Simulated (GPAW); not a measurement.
# AgI2 in GPAW: convergence with k mesh

Input of the first run (k mesh 2 × 2 × 1); the others differ in this setting and in those tied to it:

File run.py:

```python
from ase.dft.bandgap import bandgap
from ase.io import read, write
from ase.units import GPa
from gpaw import GPAW, PW

atoms = read('AgI2.xyz')

calc = GPAW(mode=PW(600),
            xc='MGGA_X_R2SCAN+MGGA_C_R2SCAN',
            kpts={'size': (2, 2, 1), 'gamma': True},
            occupations={'name': 'fermi-dirac', 'width': 0.05},
            nbands=28,
            convergence={'density': 1e-05, 'energy': 1e-05},
            maxiter=100,
            txt='gpaw.txt')
atoms.calc = calc
energy = atoms.get_potential_energy()
forces = atoms.get_forces()
stress = atoms.get_stress()
calc.write('gs.gpw')
write('result.traj', atoms)
print(f'Energy: {energy:.6f} eV')
print('Forces (eV/A):')
print(forces.round(4))
print('Stress (GPa):', (stress / GPa).round(3))
print('Fermi level:', round(calc.get_fermi_level(), 4), 'eV')
print(f'Gap: {bandgap(calc)[0]:.4f} eV, direct: {bandgap(calc, direct=True)[0]:.4f} eV')
```

The input AgI2.xyz:

```xyz
3
Lattice="4.2857280000 0.0000000000 0.0000000000 0.0000000000 4.2857280000 0.0000000000 0.0000000000 0.0000000000 6.3547810000" Properties=species:S:1:pos:R:3 pbc="T T T"
I      0.0000000000      2.1428640000      1.4122738199
I      2.1428640000      0.0000000000      4.9425071801
Ag     0.0000000000      0.0000000000      3.1773905000
```

Potentials or basis: GPAW PAW data sets (gpaw-data 1.2.1), pw.

Command:

```bash
$ OMP_NUM_THREADS=1 python run.py
```

The cell comes from a database or a generator and needn't be the stable form of this composition.

Hardware: 1 thread of Intel(R) Xeon(R) Platinum 8488C (Sapphire Rapids), with other jobs on the host.

The values tried are 2 × 2 × 1, 2 × 2 × 2, 3 × 3 × 2, 4 × 4 × 3, 5 × 5 × 3, 6 × 6 × 4, 7 × 7 × 5, loosest first. From which on does the largest force stay within 0.005 eV/Å of the tightest run that finished?

From 6 × 6 × 4 on.

| k mesh | energy less the tightest run, at zero smearing (meV/atom) | pressure (GPa) | largest force (eV/Å) | SCF cycles | CPU time (s) | peak memory (GiB) |
| --- | --- | --- | --- | --- | --- | --- |
| 2 × 2 × 1 | 25.44 | -0.41 | 0.099 | 13 | 15 | 0.31 |
| 2 × 2 × 2 | 99.84 | 0.46 | 0.118 | 13 | 25 | 0.32 |
| 3 × 3 × 2 | -2.53 | -0.53 | 0.151 | 13 | 25 | 0.32 |
| 4 × 4 × 3 | -1.12 | -0.57 | 0.077 | 13 | 45 | 0.33 |
| 5 × 5 × 3 | -2.81 | -0.61 | 0.089 | 13 | 46 | 0.33 |
| 6 × 6 × 4 | -4.79 | -0.65 | 0.051 | 13 | 100 | 0.38 |
| 7 × 7 × 5 | 0.00 | -0.60 | 0.050 | 13 | 100 | 0.38 |

Against the tightest run, the pressure stays within 0.1 GPa from 3 × 3 × 2 on. Not settled before the last step: the energy (to 1 meV/atom). Meshes of other sizes hit other points, so gaps and Fermi surfaces needn't settle smoothly. The tightest run that finished is the yardstick and may itself not be fully converged.

Caveat, for the tightest run too: the PAW data sets were made with another functional, which shifts forces and pressure a little; an odd number of electrons without spin polarisation forces a metal; a magnetic or distorted state may lie lower. The run has no spin-orbit coupling, so splittings on I are missing.
